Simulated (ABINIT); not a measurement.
Runs of ABINIT 10.8.3 (patched build) on KF (Carobbiite). Symmetry: Fm-3m, No. 225, cubic system. Conventional cell: a = 5.344 Å, b = 5.344 Å, c = 5.344 Å, α = 90.00°, β = 90.00°, γ = 90.00°. Around K (site symmetry m-3m) lie 6 F at 2.67 Å. F (site symmetry m-3m) has 6 K at 2.67 Å as nearest neighbours. 

```tsv
level	most SCF steps	gap on the mesh (eV)
PBEsol	-	6.04
PBE0	60	8.96
HSE06	60	(a)
PBE	-	6.20
```

Alike in all rows: task single point; potentials or basis PseudoDojo NC SR PBE v0.4.1 standard; no spin polarisation; cell as given; k mesh 6 × 6 × 6; cutoff (eV) 952; smearing fixed.

**Question.** Fill in the values left out.

**Answer.** (a) 8.18.

Caveats: Libxc's HSE differs a little from that of other programs (some runs).

